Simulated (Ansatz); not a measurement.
# How strain moves the resistance of the fcc Cu(111) / fcc Rh(111) interface, part 2 of 4

Aim: 2AR of the fcc Cu(111) / fcc Rh(111) interface for nine common in-plane spacings, from one metal's own to the other's.

Ansatz 0.2.0; Ansatz plane-wave DFT, PBE, PAW files; ballistic transport by layer matching (Landauer), zero bias; PAW set soft_1.

So far, twice the interface resistance (2AR, or 2AR* for magnets) (fΩ m²): step 3 (resistance, spacing 1 of 9) 0.846; step 5 (in plane spacing 2.5728 Å, lattice of 1/8 of the way from Cu to …) 0.811.

**6. Transmission, spacing 3 of 9, in plane spacing 2.5894 Å, lattice of 2/8 of the way from Cu to Rh**

The common spacing is 2.589 Å, 2/8 of the way from Cu to Rh; layer distances follow from each metal's atomic volume.

This step: Ansatz plane-wave DFT, PBE, PAW files; ballistic transport by layer matching (Landauer), zero bias; PAW set soft_1 (Ansatz 0.2.0).

The cell differs from the one that the last finished run ended in (a 2.573 → 2.589 Å, b 2.573 → 2.589 Å, c 40.132 → 39.618 Å).

input.yaml reads:

```yaml
crystal:
  lattice:
    - [2.5894214972, 0.0, 0.0]
    - [-1.2947107486, 2.2425047977, 0.0]
    - [0.0, 0.0, 39.6181961295]
  atoms:
    - { symbol: Cu, position: [0.0, 0.0, 0.0252409271] }
    - { symbol: Cu, position: [0.3333333333, 0.6666666667, 0.0765766485] }
    - { symbol: Cu, position: [0.6666666667, 0.3333333333, 0.1279123699] }
    - { symbol: Cu, position: [0.0, 0.0, 0.1792480913] }
    - { symbol: Cu, position: [0.3333333333, 0.6666666667, 0.2305838127] }
    - { symbol: Cu, position: [0.6666666667, 0.3333333333, 0.2819195341] }
    - { symbol: Cu, position: [0.0, 0.0, 0.3332552555] }
    - { symbol: Cu, position: [0.3333333333, 0.6666666667, 0.3845909769] }
    - { symbol: Cu, position: [0.6666666667, 0.3333333333, 0.4359266983] }
    - { symbol: Rh, position: [0.0, 0.0, 0.4914822539] }
    - { symbol: Rh, position: [0.3333333333, 0.6666666667, 0.5512576436] }
    - { symbol: Rh, position: [0.6666666667, 0.3333333333, 0.6110330333] }
    - { symbol: Rh, position: [0.0, 0.0, 0.670808423] }
    - { symbol: Rh, position: [0.3333333333, 0.6666666667, 0.7305838127] }
    - { symbol: Rh, position: [0.6666666667, 0.3333333333, 0.7903592024] }
    - { symbol: Rh, position: [0.0, 0.0, 0.8501345921] }
    - { symbol: Rh, position: [0.3333333333, 0.6666666667, 0.9099099818] }
    - { symbol: Rh, position: [0.6666666667, 0.3333333333, 0.9696853715] }
kpoints:
  mp_grid: { grid: [17, 17, 1] }
hamiltonian:
  xc: pbe
  pseudopotentials: { kind: paw, azcp: { folder: soft_1 } }
scf:
  occupations: { method: fermi_dirac, width: 0.1 }
output:
  transmission:
    leads: [[3, 4], [12, 13]]
    kmesh: [46, 46]
    e_range: [-0.06, 0.06]
    de: 0.04
  write_potential: true
  write_density: true
  volumetric_format: npy
```

Command:

```bash
ansatz run input.yaml --threads 4 --pin off --max-ram 15360MiB --backend cpu --events-out ev --progress --plain --runs-dir out
```

Numbers of over 12 decimals in the logs are rounded to 6 here.

The log of the run:

```text
[...]
Crystal: 18 atoms, lattice volume = 230.055 Å³
Basis set: ecut = 420 eV, 4603 PW (Γ)
Bands: 195, of which v1, the nominal top of the filled ones, is band 162 counted from 1 (161 counted from 0)
Symmetry: 12 space group operations
[...]
k-points: 33 of 289
[...]
SCF iter   1: F=—  HF=-117262.814364 eV  |F-HF|=—  |Δ(HF+E_count)|=         —  Δρ=1.52e-1  dr2=2.08e2  ethr=3.10e-3  ⟨swp⟩=4.1  Hψ=19026  notcnv=0  defer=132
[...]
SCF iter  16: F=-117251.908156 eV  HF=-117251.908156 eV  |F-HF|=9.42e-9  |Δ(HF+E_count)|=   2.32e-8  Δρ=1.72e-6  dr2=9.23e-9  ethr=3.09e-11  ⟨swp⟩=7.6  Hψ=20385  notcnv=0
SCF 1 converged in 16 iterations: F = -117251.908156 eV  dr2 = 9.23e-9
[...]
transmission: 680 of 6800 steps passed
transmission: 1360 of 6800 steps passed
[...]
transmission: 6800 of 6800 steps passed
SCF converged after 16 iterations
Free energy (F): -117251.908156 eV
[...]
Internal energy: -117251.374696 eV  (E = F + TS)
E sigma→0 (E₀):  -117251.641426 eV
Entropy (-TS):   -0.533461 eV (-29.637 meV/atom)
Fermi energy:    19.575971 eV
[...]
--- Band table (eV; the first three rows and the last of 33) ---
  k-point 0: bands = [... 158 lower, 17.9629, 18.6082, 18.7141, 18.8521, 18.8521, 18.8974, 18.8974, 18.9913, ... 29 higher]
  k-point 1: bands = [... 158 lower, 18.0378, 18.3960, 18.5718, 18.6986, 18.7539, 18.7976, 18.8406, 18.9501, ... 29 higher]
  k-point 2: bands = [... 158 lower, 17.9783, 18.3215, 18.4138, 18.5552, 18.5555, 18.6913, 18.7753, 18.8688, ... 29 higher]
  k-point 32: bands = [... 158 lower, 19.6942, 19.7298, 19.8565, 19.8583, 22.0467, 22.0659, 22.1649, 22.3020, ... 29 higher]
--- Transmission ---
  basis      : 55 plane waves across, 34 finite elements along
  points     : 200, standing for a mesh of 46 x 46
[...]
channels       : 8.265595e-1 a spin
[...]
slowest decay  : 0.0229 /Å at (0.0435, 0.0435)
[...]
channels       : 1.729206e0 a spin
[...]
slowest decay  : 0.1689 /Å at (0.4130, 0.1522)
  junction   : crystal 0 to crystal 1, 9.45 to 27.06 Å
    transmission   : 7.177847e-1 a spin
[...]
```

It took 65 s on 4 threads of Arm Neoverse V1, shared host; peak memory 1.8 GiB; 4.2 min of CPU time.

This step gave:

* free energy: -117251.9082 eV
* energy at zero smearing: -117251.6414 eV
* cell area: 5.807 Å²
* transmission per spin nearest the Fermi level: 0.7178
* open channels per spin nearest the Fermi level: 0.8266
* step of the lead's potential: 8 meV
* step of the upper lead's potential: 1.6 meV

Per spin. Transmission, zone mean against energy, zero at the Fermi level:

```tsv
energy (eV)	transmission, zone mean
-0.0600	0.722
-0.0200	0.718
0.0200	0.711
0.0600	0.700
```

Over the solved energies the transmission per spin lies between 0.700 and 0.722, out of 0.827 channels of the lead on average (up to 0.829).

**7. Resistance, spacing 3 of 9**

This step: Ansatz plane-wave DFT, PBE, PAW files; ballistic transport by layer matching (Landauer), zero bias; specific resistance of one interface, 1/T less the mean of the leads' 1/N; PAW set soft_1 (Ansatz 0.2.0).

Numbers from this step:

* area resistance: 0.3828 fΩ m²
* T over the leads' mean channel count: 0.5558
* twice the interface resistance (2AR, or 2AR* for magnets): 0.7657 fΩ m²

Twice the interface resistance is 0.766 fΩ m² here, against 0.846 in the first run; 55.6 % of the two leads' mean channel count pass, 53.8 % before.

**8. Transmission, spacing 4 of 9, k-mesh 16×16×1, in plane spacing 2.6061 Å**

The common spacing is 2.606 Å, 3/8 of the way from Cu to Rh; layer distances follow from each metal's atomic volume.

This step: Ansatz plane-wave DFT, PBE, PAW files; ballistic transport by layer matching (Landauer), zero bias; PAW set soft_1 (Ansatz 0.2.0).

The cell differs from the one that the last finished run ended in (a 2.589 → 2.606 Å, b 2.589 → 2.606 Å, c 39.618 → 39.114 Å).

input.yaml reads:

```yaml
crystal:
  lattice:
    - [2.6060508809, 0.0, 0.0]
    - [-1.3030254404, 2.2569062664, 0.0]
    - [0.0, 0.0, 39.1141966229]
  atoms:
    - { symbol: Cu, position: [0.0, 0.0, 0.0255661649] }
    - { symbol: Cu, position: [0.3333333333, 0.6666666667, 0.0769018863] }
    - { symbol: Cu, position: [0.6666666667, 0.3333333333, 0.1282376077] }
    - { symbol: Cu, position: [0.0, 0.0, 0.1795733291] }
    - { symbol: Cu, position: [0.3333333333, 0.6666666667, 0.2309090505] }
    - { symbol: Cu, position: [0.6666666667, 0.3333333333, 0.2822447719] }
    - { symbol: Cu, position: [0.0, 0.0, 0.3335804933] }
    - { symbol: Cu, position: [0.3333333333, 0.6666666667, 0.3849162147] }
    - { symbol: Cu, position: [0.6666666667, 0.3333333333, 0.4362519361] }
    - { symbol: Rh, position: [0.0, 0.0, 0.4918074917] }
    - { symbol: Rh, position: [0.3333333333, 0.6666666667, 0.5515828814] }
    - { symbol: Rh, position: [0.6666666667, 0.3333333333, 0.6113582711] }
    - { symbol: Rh, position: [0.0, 0.0, 0.6711336608] }
    - { symbol: Rh, position: [0.3333333333, 0.6666666667, 0.7309090505] }
    - { symbol: Rh, position: [0.6666666667, 0.3333333333, 0.7906844402] }
    - { symbol: Rh, position: [0.0, 0.0, 0.8504598299] }
    - { symbol: Rh, position: [0.3333333333, 0.6666666667, 0.9102352196] }
    - { symbol: Rh, position: [0.6666666667, 0.3333333333, 0.9700106093] }
kpoints:
  mp_grid: { grid: [16, 16, 1] }
hamiltonian:
  xc: pbe
  pseudopotentials: { kind: paw, azcp: { folder: soft_1 } }
scf:
  occupations: { method: fermi_dirac, width: 0.1 }
output:
  transmission:
    leads: [[3, 4], [12, 13]]
    kmesh: [46, 46]
    e_range: [-0.06, 0.06]
    de: 0.04
  write_potential: true
  write_density: true
  volumetric_format: npy
```

The log of the run:

```text
[...]
Crystal: 18 atoms, lattice volume = 230.055 Å³
Basis set: ecut = 420 eV, 4625 PW (Γ)
Bands: 195, of which v1, the nominal top of the filled ones, is band 162 counted from 1 (161 counted from 0)
Symmetry: 12 space group operations
[...]
k-points: 30 of 256
[...]
SCF iter   1: F=—  HF=-117263.220573 eV  |F-HF|=—  |Δ(HF+E_count)|=         —  Δρ=1.51e-1  dr2=1.93e2  ethr=3.10e-3  ⟨swp⟩=4.0  Hψ=17297  notcnv=0  defer=117
[...]
SCF iter  15: F=-117252.231505 eV  HF=-117252.231505 eV  |F-HF|=1.21e-7  |Δ(HF+E_count)|=   4.56e-8  Δρ=4.46e-6  dr2=9.81e-8  ethr=3.09e-11  ⟨swp⟩=8.7  Hψ=18135  notcnv=0
SCF 1 converged in 15 iterations: F = -117252.231505 eV  dr2 = 9.81e-8
[...]
transmission: 680 of 6800 steps passed
transmission: 1360 of 6800 steps passed
[...]
transmission: 6800 of 6800 steps passed
SCF converged after 15 iterations
Free energy (F): -117252.231505 eV
[...]
Internal energy: -117251.698354 eV  (E = F + TS)
E sigma→0 (E₀):  -117251.964929 eV
Entropy (-TS):   -0.533151 eV (-29.619 meV/atom)
Fermi energy:    19.569214 eV
[...]
--- Band table (eV; the first three rows and the last of 30) ---
  k-point 0: bands = [... 158 lower, 17.9883, 18.7705, 18.7705, 18.7747, 18.8077, 18.8077, 18.8610, 18.8959, ... 29 higher]
  k-point 1: bands = [... 158 lower, 18.0853, 18.4383, 18.5983, 18.6437, 18.6494, 18.7219, 18.7461, 18.8740, ... 29 higher]
  k-point 2: bands = [... 158 lower, 18.0062, 18.2531, 18.4223, 18.4306, 18.4850, 18.5877, 18.7520, 18.7812, ... 29 higher]
  k-point 29: bands = [... 158 lower, 19.7605, 19.7816, 19.8179, 19.9693, 21.4211, 21.6597, 22.0355, 22.5119, ... 29 higher]
--- Transmission ---
  basis      : 55 plane waves across, 34 finite elements along
  points     : 200, standing for a mesh of 46 x 46
[...]
channels       : 8.379017e-1 a spin
[...]
slowest decay  : 0.0585 /Å at (0.0435, 0.0217)
[...]
channels       : 1.757561e0 a spin
[...]
slowest decay  : 0.1488 /Å at (0.4130, 0.1522)
  junction   : crystal 0 to crystal 1, 9.34 to 26.72 Å
    transmission   : 7.272820e-1 a spin
[...]
```

Wall time 61 s (4 threads); peak memory 1.7 GiB; 3.9 min of CPU time.

Numbers from this step:

```
free energy                                    : -117252.2315 eV
energy at zero smearing                        : -117251.9649 eV
Fermi energy                                   : 19.57 eV
cell area                                      : 5.882 Å²
transmission per spin nearest the Fermi level  : 0.7273
open channels per spin nearest the Fermi level : 0.8379
open channels per spin, upper lead             : 1.758
step of the lead's potential                   : 7 meV
step of the upper lead's potential             : 1.1 meV
```

Per spin. The transmission, zone mean by energy, zero at the Fermi level:

```tsv
energy (eV)	transmission, zone mean
-0.0600	0.727
-0.0200	0.727
0.0200	0.719
0.0600	0.716
```

Over the solved energies the transmission per spin lies between 0.716 and 0.727, out of 0.838 channels of the lead on average (up to 0.841).

**9. Resistance, spacing 4 of 9**

This step: Ansatz plane-wave DFT, PBE, PAW files; ballistic transport by layer matching (Landauer), zero bias; specific resistance of one interface, 1/T less the mean of the leads' 1/N; PAW set soft_1 (Ansatz 0.2.0).

Numbers from this step:

```
area resistance                                           : 0.3794 fΩ m²
T over the leads' mean channel count                      : 0.5607
twice the interface resistance (2AR, or 2AR* for magnets) : 0.7588 fΩ m²
```

Twice the interface resistance is 0.759 fΩ m² here, against 0.846 in the first run; 56.1 % of the two leads' mean channel count pass, 53.8 % before.

**10. Transmission, spacing 5 of 9, k-mesh 16×16×1, in plane spacing 2.6227 Å**

The common spacing is 2.623 Å, 4/8 of the way from Cu to Rh; layer distances follow from each metal's atomic volume.

This step: Ansatz plane-wave DFT, PBE, PAW files; ballistic transport by layer matching (Landauer), zero bias; PAW set soft_1 (Ansatz 0.2.0).

The cell differs from the one that the last finished run ended in (a 2.606 → 2.623 Å, b 2.606 → 2.623 Å, c 39.114 → 38.620 Å).

input.yaml, the sections that differ from step 8:

```yaml
crystal:
  lattice:
    - [2.6226802646, 0.0, 0.0]
    - [-1.3113401323, 2.2713077352, 0.0]
    - [0.0, 0.0, 38.6197536779]
  atoms:
    - { symbol: Cu, position: [0.0, 0.0, 0.0258934847] }
    - { symbol: Cu, position: [0.3333333333, 0.6666666667, 0.0772292061] }
    - { symbol: Cu, position: [0.6666666667, 0.3333333333, 0.1285649275] }
    - { symbol: Cu, position: [0.0, 0.0, 0.1799006489] }
    - { symbol: Cu, position: [0.3333333333, 0.6666666667, 0.2312363703] }
    - { symbol: Cu, position: [0.6666666667, 0.3333333333, 0.2825720917] }
    - { symbol: Cu, position: [0.0, 0.0, 0.3339078131] }
    - { symbol: Cu, position: [0.3333333333, 0.6666666667, 0.3852435345] }
    - { symbol: Cu, position: [0.6666666667, 0.3333333333, 0.4365792559] }
    - { symbol: Rh, position: [0.0, 0.0, 0.4921348115] }
    - { symbol: Rh, position: [0.3333333333, 0.6666666667, 0.5519102012] }
    - { symbol: Rh, position: [0.6666666667, 0.3333333333, 0.6116855909] }
    - { symbol: Rh, position: [0.0, 0.0, 0.6714609806] }
    - { symbol: Rh, position: [0.3333333333, 0.6666666667, 0.7312363703] }
    - { symbol: Rh, position: [0.6666666667, 0.3333333333, 0.79101176] }
    - { symbol: Rh, position: [0.0, 0.0, 0.8507871497] }
    - { symbol: Rh, position: [0.3333333333, 0.6666666667, 0.9105625394] }
    - { symbol: Rh, position: [0.6666666667, 0.3333333333, 0.9703379291] }
# kpoints, hamiltonian, scf, output: as in step 8
```

The log of the run:

```text
[...]
Crystal: 18 atoms, lattice volume = 230.055 Å³
Basis set: ecut = 420 eV, 4623 PW (Γ)
Bands: 195, of which v1, the nominal top of the filled ones, is band 162 counted from 1 (161 counted from 0)
Symmetry: 12 space group operations
[...]
k-points: 30 of 256
[...]
SCF iter   1: F=—  HF=-117263.509616 eV  |F-HF|=—  |Δ(HF+E_count)|=         —  Δρ=1.51e-1  dr2=1.82e2  ethr=3.10e-3  ⟨swp⟩=4.1  Hψ=17308  notcnv=0  defer=112
[...]
SCF iter  16: F=-117252.459334 eV  HF=-117252.459334 eV  |F-HF|=3.77e-8  |Δ(HF+E_count)|=   2.03e-8  Δρ=3.85e-6  dr2=3.39e-8  ethr=3.09e-11  ⟨swp⟩=1.0  Hψ=15536  notcnv=0
SCF 1 converged in 16 iterations: F = -117252.459334 eV  dr2 = 3.39e-8
[...]
transmission: 660 of 6600 steps passed
transmission: 1320 of 6600 steps passed
[...]
transmission: 6600 of 6600 steps passed
SCF converged after 16 iterations
Free energy (F): -117252.459334 eV
[...]
Internal energy: -117251.934319 eV  (E = F + TS)
E sigma→0 (E₀):  -117252.196827 eV
Entropy (-TS):   -0.525015 eV (-29.167 meV/atom)
Fermi energy:    19.573985 eV
[...]
--- Band table (eV; the first three rows and the last of 30) ---
  k-point 0: bands = [... 158 lower, 18.0043, 18.7069, 18.7069, 18.7338, 18.7338, 18.8152, 18.8152, 18.9435, ... 29 higher]
  k-point 1: bands = [... 158 lower, 18.1286, 18.5285, 18.5334, 18.5694, 18.6304, 18.6762, 18.7344, 18.8060, ... 29 higher]
  k-point 2: bands = [... 158 lower, 18.0224, 18.2103, 18.3478, 18.4257, 18.4579, 18.5234, 18.7277, 18.7357, ... 29 higher]
  k-point 29: bands = [... 158 lower, 19.7943, 19.8201, 19.8462, 20.0003, 21.3091, 21.5586, 21.9482, 22.4312, ... 29 higher]
--- Transmission ---
  basis      : 55 plane waves across, 33 finite elements along
  points     : 200, standing for a mesh of 46 x 46
[...]
channels       : 8.492439e-1 a spin
[...]
slowest decay  : 0.0525 /Å at (0.0435, 0.0000)
[...]
channels       : 1.741021e0 a spin
[...]
slowest decay  : 0.1310 /Å at (0.4130, 0.1522)
  junction   : crystal 0 to crystal 1, 9.22 to 26.39 Å
    transmission   : 7.372502e-1 a spin
[...]
```

The job ended after 64 s (4 threads; peak memory 1.7 GiB; 4.1 min of CPU time).

This step gave:

| Item | Value |
| --- | --- |
| free energy | -117252.4593 eV |
| energy at zero smearing | -117252.1968 eV |
| cell area | 5.957 Å² |
| transmission per spin nearest the Fermi level | 0.7373 |
| open channels per spin nearest the Fermi level | 0.8492 |
| open channels per spin, upper lead | 1.741 |
| step of the lead's potential | 5.6 meV |
| step of the upper lead's potential | 1.5 meV |

Per spin. Table of transmission, zone mean by energy, zero at the Fermi level:

```tsv
energy (eV)	transmission, zone mean
-0.0600	0.736
-0.0200	0.737
0.0200	0.733
0.0600	0.741
```

Over the solved energies the transmission per spin lies between 0.733 and 0.741, out of 0.856 channels of the lead on average (up to 0.880).

**11. Resistance, spacing 5 of 9**

This step: Ansatz plane-wave DFT, PBE, PAW files; ballistic transport by layer matching (Landauer), zero bias; specific resistance of one interface, 1/T less the mean of the leads' 1/N; PAW set soft_1 (Ansatz 0.2.0).

Numbers from this step:

```yaml
area_resistance: 0.3737 fΩ m²
t_over_the_leads_mean_channel_count: 0.5672
twice_the_interface_resistance_2ar_or_2ar_star_for_magnets: 0.7475 fΩ m²
```

Twice the interface resistance is 0.747 fΩ m² here, against 0.846 in the first run; 56.7 % of the two leads' mean channel count pass, 53.8 % before.

By hand, with T and the leads' channels N averaged over the energies near the Fermi level: RA = A (h/2e²)(1/T − ½[1/N₁ + 1/N₂]) = 5.957×10⁻²⁰ m² × 12 906 Ω × (1/0.7369 − ½[1/0.8563 + 1/1.742]) = 0.374 fΩ m².

(Part 2 of 4 ends here.)

[Logs are printed without paths, hosts, clocks, repeated set-up lines and the standing remarks that a program may print on its own settings, such as how far it seeks lower states.]

[Hosts, paths, dates, database ids (printed as entryN), source tags and the programs' standing remarks are cut or masked in the printed files.]
